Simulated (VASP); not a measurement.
# Er (Fm-3m) in VASP: further runs

Runs on Er. Level: PBE. Tasks: single point.

All numbers are computed with VASP 6.6.1; they aren't measurements. Logs are shortened: lines on timing, memory, paths and dates and some standing lists are left out, and cuts for length are marked.

## Step 1: Starting point

It takes space group Fm-3m (No. 225, cubic). The conventional cell has a = 4.960 Å, b = 4.960 Å, c = 4.960 Å, α = 90.00°, β = 90.00°, γ = 90.00°. Er (site symmetry m-3m) is surrounded by 12 Er at 3.51 Å.

This isn't the form of Er at room conditions, which is hcp.

## Step 2: Single point, PBE, collinear spin, ferromagnetic start

Input file INCAR:

```
SYSTEM = Er
PREC     = Accurate       ! precision mode
ENCUT    = 450            ! plane-wave cutoff, eV
EDIFF    = 1E-6           ! SCF threshold, eV
ISMEAR   = 0              ! smearing method
SIGMA    = 0.2            ! smearing width, eV
LREAL    = .False.        ! projectors in reciprocal space
LASPH    = .True.         ! aspherical terms in the spheres
NELM     = 100            ! most SCF steps
ALGO     = Normal         ! electronic algorithm
ISIF     = 2              ! what is computed and relaxed
LWAVE    = .False.        ! write WAVECAR
LCHARG   = .False.        ! write CHGCAR
ISPIN    = 2              ! spin polarisation
MAGMOM   = 3              ! initial moments
LORBIT   = 11             ! projections on sites
LMAXMIX  = 6              ! l up to which the mixer works
GGA      = PE             ! functional
ADDGRID  = .False.
```

Input file KPOINTS:

```
Automatic mesh
0
Gamma
  4 4 4
  0 0 0
```

Input file POSCAR:

```
Er
1.0
   -0.0089250000      2.4571370000      2.4791170000
    2.4542050000     -0.0023290000      2.4725200000
    2.4870360000      2.4833720000     -0.0351600000
Er
1
Direct
   -0.0043710000     -0.0077920000     -0.0181410000
```

Potentials or basis: VASP PAW PBE potentials, release 64 (Er_3), 4f in core.

Run with:

```bash
cat potpaw_PBE.64/Er_3/POTCAR > POTCAR
mpirun -np 1 vasp_std > vasp.out
```

OUTCAR:

```text
SYSTEM = Er
   PREC = Accurate
   ENCUT = 450
   EDIFF = 1E-6
   ISMEAR = 0
   LREAL = .False.
   LASPH = .True.
   NELM = 100
   ISIF = 2
   ISPIN = 2
   LORBIT = 11
   GGA = PE

 Found     36 irreducible k-points:

 Following reciprocal coordinates:
            Coordinates               Weight
  0.000000  0.000000  0.000000      1.000000
  0.250000  0.000000 -0.000000      2.000000
  0.500000  0.000000 -0.000000      1.000000
  0.000000  0.250000 -0.000000      2.000000
  0.250000  0.250000 -0.000000      2.000000
  0.500000  0.250000 -0.000000      2.000000
   k-points           NKPTS =     36   k-points in BZ     NKDIM =     36   number of bands    NBANDS=     10
   number of dos      NEDOS =    301   number of ions     NIONS =      1
   total plane-waves  NPLWV =  13824
   dimension x,y,z NGX =    24 NGY =   24 NGZ =   24
   dimension x,y,z NGXF=    48 NGYF=   48 NGZF=   48
   ions per type =               1
   NGX,Y,Z   is equivalent  to a cutoff of  11.43, 11.45, 11.35 a.u.
   NGXF,Y,Z  is equivalent  to a cutoff of  22.86, 22.91, 22.70 a.u.
 SYSTEM =  Er
   PREC   = accura    normal or accurate (medium, high low for compatibility)
   ISTART =      0    job   : 0-new  1-cont  2-samecut
   ICHARG =      2    charge: 1-file 2-atom 10-const
   ISPIN  =      2    spin polarized calculation?
   LNONCOLLINEAR =      F non collinear calculations
   LSORBIT =      F    spin-orbit coupling
   LASPH  =      T    aspherical Exc in radial PAW
   ENCUT  =  450.0 eV  33.07 Ry    5.75 a.u.   6.04  6.03  6.08*2*pi/ulx,y,z
   NELM   =    100;   NELMIN=  2; NELMDL= -5     # of ELM steps
   EDIFF  = 0.1E-05   stopping-criterion for ELM
   LREAL  =      F    real-space projection
   EDIFFG = 0.1E-04   stopping-criterion for IOM
   NSW    =      0    number of steps for IOM
   IBRION =     -1    ionic relax: 0-MD 1-quasi-New 2-CG
   NFREE  =      0    steps in history (QN), initial steepest desc. (CG)
   ISIF   =      2    stress and relaxation
   ISYM   =      2    0-nonsym 1-usesym 2-fastsym
   POTIM  = 0.5000    time-step for ionic-motion
   TEBEG  =    0.0;   TEEND  =   0.0 temperature during run
   PSTRESS=    0.0 pullay stress
   NELECT =       9.0000    total number of electrons
   NUPDOWN=      -1.0000    fix difference up-down
   EMIN   =  10.00;   EMAX   =-10.00  energy-range for DOS
   EFERMI =   0.00;   METHOD = LEGACY
   ISMEAR =     0;   SIGMA  =   0.20  broadening in eV -4-tet -1-fermi 0-gaus
   EFERMI_NEDOS =   21; number of points for ismear=-14 and -15
   IALGO  =     38    algorithm
   IMIX   =      4    mixing-type and parameters
     AMIX     =   0.40;   BMIX     =  1.00
     AMIX_MAG =   1.60;   BMIX_MAG =  1.00
  volume/ion in A,a.u.               =      30.50       205.83
  Fermi-wavevector in a.u.,A,eV,Ry     =   1.089904  2.059619 16.162220  1.187890
  Thomas-Fermi vector in A             =   2.226117
   LORBIT       =     11    0 simple, 1 ext, 2 COOP (PROOUT), +10 PAW based schemes
   GGA     = PE    functional components
   LHFCALC =     F    Hartree Fock is set to
   AEXX    =    0.0000 exact exchange contribution
   IVDW    =     0    specifies the selected vdW correction
   LEPSILON=     F    determine dielectric tensor
   LRPA    =     F    only Hartree local field effects (RPA)
 spin polarized calculation
 Gauss-broadening in eV      SIGMA  =   0.20
  energy-cutoff  :      450.00
  volume of cell :       30.50
 maximum number of plane-waves:       669
   NGX = 13   NGY = 13   NGZ = 13

 number of electron       9.0000000 magnetization       0.0011578

 number of electron       9.0000000 magnetization      -0.0025157

 Free energy of the ion-electron system (eV)
  ---------------------------------------------------
  ext. energy  EPLUGINS =         0.00000000
  ---------------------------------------------------
  free energy    TOTEN  =        -4.46670631 eV

  energy without entropy =       -4.43739354  energy(sigma->0) =       -4.45204993

 E-fermi :   3.2125     XC(G=0):  -9.8791

 val. band max:        2.7837458543   @ k =   0.2500   0.5000  -0.0000
 cond. band min:       3.2456151061   @ k =   0.2500   0.2500  -0.0000
 fundamental gap:      0.4618692519
 Fermi energy:         3.2125300460

 spin component 1

 k-point     1 :       0.0000    0.0000    0.0000
  band No.  band energies     occupation
      1     -21.3414      1.00000
      2     -21.3243      1.00000
      3     -21.3193      1.00000
      4      -2.4839      1.00000
      5       4.9083      0.00000
      6       5.1497      0.00000
      7       5.1762      0.00000
      8       7.3739      0.00000
      9       7.4864      0.00000
     10      12.6328      0.00000
[... 53 lines left out ...]
 k-point     6 :       0.5000    0.2500   -0.0000
  band No.  band energies     occupation
      1     -21.8183      1.00000
      2     -21.5685      1.00000
      3     -21.4780      1.00000
      4       1.5376      1.00000
      5       2.7834      0.99880
      6       3.9765      0.00000
      7       6.3167      0.00000
      8       9.2535      0.00000
      9       9.2985      0.00000
     10      10.7884      0.00000

 [... further k-points ...]

 spin component 2

 k-point     1 :       0.0000    0.0000    0.0000
  band No.  band energies     occupation
      1     -21.3421      1.00000
      2     -21.3250      1.00000
      3     -21.3200      1.00000
      4      -2.4860      1.00000
      5       4.9064      0.00000
      6       5.1476      0.00000
      7       5.1741      0.00000
      8       7.3734      0.00000
      9       7.4858      0.00000
     10      12.6276      0.00000
[... 53 lines left out ...]
 k-point     6 :       0.5000    0.2500   -0.0000
  band No.  band energies     occupation
      1     -21.8191      1.00000
      2     -21.5693      1.00000
      3     -21.4787      1.00000
      4       1.5360      1.00000
      5       2.7815      0.99885
      6       3.9742      0.00000
      7       6.3155      0.00000
      8       9.2522      0.00000
      9       9.2971      0.00000
     10      10.7869      0.00000

 [... further k-points ...]

------------------------ aborting loop because EDIFF is reached ----------------------------------------

  FORCE on cell =-STRESS in cart. coord.  units (eV):
  Direction    XX          YY          ZZ          XY          YZ          ZX
  --------------------------------------------------------------------------------------
  -------------------------------------------------------------------------------------
  Total        0.1702717      0.1669938      0.1869391     -0.0809451      0.0929519      0.1330357
  in kB        8.9443799      8.7721888      9.8199179     -4.2520496      4.8827675      6.9883682
  external PRESSURE =       9.1788289 kB  Pullay stress =       0.0000000 kB

 VOLUME and BASIS-vectors are now :
 -----------------------------------------------------------------------------
  energy-cutoff  :      450.00
  volume of cell :       30.50
      direct lattice vectors                 reciprocal lattice vectors
    -0.008925000  2.457137000  2.479117000    -0.201313527  0.204442392  0.200014888
     2.454205000 -0.002329000  2.472520000     0.204685885 -0.202140878  0.201085569
     2.487036000  2.483372000 -0.035160000     0.199378760  0.200206110 -0.197713292

 POSITION                                       TOTAL-FORCE (eV/Angst)
 -----------------------------------------------------------------------------------
      4.86811      4.88241      4.88701         0.000000     -0.000000     -0.000000
 -----------------------------------------------------------------------------------
    total drift:                               -0.000002     -0.000001     -0.000000

  FREE ENERGIE OF THE ION-ELECTRON SYSTEM (eV)
  ---------------------------------------------------
  free  energy   TOTEN  =        -4.4667063127 eV

  energy  without entropy=       -4.4373935440  energy(sigma->0) =       -4.45204993

 total charge

# of ion       s       p       d       tot
------------------------------------------
    1        0.510   6.544   1.079   8.132

 magnetization (x)

# of ion       s       p       d       tot
------------------------------------------
    1       -0.000  -0.001  -0.001  -0.002
```

OSZICAR:

```text
N       E                     dE             d eps       ncg     rms          rms(c)
DAV:   1     0.109965195451E+02    0.10997E+02   -0.43468E+03  2068   0.805E+02
DAV:   2    -0.291912888336E+01   -0.13916E+02   -0.13037E+02  1990   0.241E+02
DAV:   3    -0.354543576278E+01   -0.62631E+00   -0.58048E+00  2222   0.556E+01
DAV:   4    -0.355328817467E+01   -0.78524E-02   -0.78050E-02  2568   0.305E+00
DAV:   5    -0.355330458698E+01   -0.16412E-04   -0.16410E-04  2346   0.990E-02    0.210E+01
DAV:   6    -0.437926310020E+01   -0.82596E+00   -0.31761E-01  2294   0.477E+00    0.139E+01
DAV:   7    -0.445009913225E+01   -0.70836E-01   -0.55880E-02  2244   0.228E+00    0.737E+00
DAV:   8    -0.445730107139E+01   -0.72019E-02   -0.11283E-01  2204   0.258E+00    0.110E+00
DAV:   9    -0.446640782736E+01   -0.91068E-02   -0.79934E-03  2266   0.103E+00    0.474E-01
DAV:  10    -0.446654806610E+01   -0.14024E-03   -0.95454E-04  2220   0.193E-01    0.130E-01
DAV:  11    -0.446664968328E+01   -0.10162E-03   -0.23084E-04  2198   0.939E-02    0.453E-02
DAV:  12    -0.446668597421E+01   -0.36291E-04   -0.99054E-05  2034   0.471E-02    0.167E-02
DAV:  13    -0.446669649985E+01   -0.10526E-04   -0.20718E-05  2278   0.250E-02    0.230E-02
DAV:  14    -0.446670362978E+01   -0.71299E-05   -0.20613E-05  2024   0.213E-02    0.796E-03
DAV:  15    -0.446670590273E+01   -0.22729E-05   -0.91078E-06  2078   0.139E-02    0.690E-03
DAV:  16    -0.446670631273E+01   -0.41000E-06   -0.64059E-07   976   0.421E-03
   1 F= -.44667063E+01 E0= -.44520499E+01  d E =-.293128E-01  mag=    -0.0004
```

stdout:

```text
POSCAR found type information on POSCAR Er
 POSCAR found :  1 types and       1 ions
 scaLAPACK will be used
 LDA part: xc-table for (Slater+PW92), standard interpolation
 POSCAR, INCAR and KPOINTS ok, starting setup
 FFT: planning ... GRIDC
 FFT: planning ... GRID_SOFT
 FFT: planning ... GRID
 WAVECAR not read
 entering main loop
```

Run time: 10 s. Hardware: 1 thread of Intel Xeon 6975P-C (Granite Rapids), shared host; peak memory 0.15 GiB.

The run converged, but some of its settings lie outside the range that counts as converged, so its numbers aren't taken as properties of the crystal.

What came out:

| Property | Result |
| --- | --- |
| Free energy | -4.4667 eV |
| Pressure | 0.9 GPa |
| Band gap on the k mesh | none (metal or under the smearing width) |
| Net moment | 0.00 μB per cell |
| Valence electrons inside the program's atomic spheres | Er 8.13 |

Caveat: the k mesh is coarse (spacing up to 0.55 Å⁻¹), so the values aren't converged; the magnetic or orbital state may not be the lowest; spin-orbit coupling is left out, which moves the levels of the heavy elements; the 4f electrons are frozen in the core as for a trivalent ion, so they carry no moment and show no levels.

## Step 3: Single point, PBE, collinear spin, ferromagnetic start

Edit INCAR of step 2 so:

```diff
@@ -2,3 +2,3 @@
 PREC     = Accurate       ! precision mode
-ENCUT    = 450            ! plane-wave cutoff, eV
+ENCUT    = 300            ! plane-wave cutoff, eV
 EDIFF    = 1E-6           ! SCF threshold, eV
```

Input file KPOINTS:

```
Automatic mesh
0
Gamma
  5 5 5
  0 0 0
```

Input file POSCAR:

```
Er
1.0
    0.0000000000      2.4798434248      2.4798434248
    2.4798434248      0.0000000000      2.4798434248
    2.4798434248      2.4798434248      0.0000000000
Er
1
Direct
    0.0000000000      0.0000000000      0.0000000000
```

Potentials or basis: VASP PAW PBE potentials, release 64 (Er_3), 4f in core.

Run with:

```bash
cat potpaw_PBE.64/Er_3/POTCAR > POTCAR
mpirun -np 1 vasp_std > vasp.out
```

Wall time 5.2 s (1 thread of Intel Xeon 6975P-C (Granite Rapids), shared host); peak memory 0.12 GiB.

The run converged, but some of its settings lie outside the range that counts as converged, so its numbers aren't taken as properties of the crystal.

Results:

| Item | Value |
| --- | --- |
| Free energy | -4.4263 eV |
| Pressure | 1.0 GPa |
| Band gap on the k mesh | none (metal or under the smearing width) |
| Net moment | 0.56 μB per cell |
| Site moments | Er +0.44 μB |
| Valence electrons inside the program's atomic spheres | Er 8.13 |

Caveat: the k mesh is coarse (spacing up to 0.44 Å⁻¹), so the values aren't converged; the magnetic or orbital state may not be the lowest; spin-orbit coupling is left out, which moves the levels of the heavy elements; the 4f electrons are frozen in the core as for a trivalent ion, so they carry no moment and show no levels.

## Step 4: For comparison

An earlier run on the cell as given: functional PBE; potentials or basis VASP PAW PBE potentials, release 64 (Er); cutoff 520 eV; k mesh 9 × 9 × 9; occupations fermi-dirac, width 0.05 eV; collinear spin, ferromagnetic start; starting moments [3.0] μB.

- Pressure: 2.8 GPa
- Band gap on the k mesh: none (metal or under the smearing width)
- Net moment: 2.42 μB per cell
- Site moments: Er +2.43 μB
- Valence electrons inside the program's atomic spheres: Er 19.66
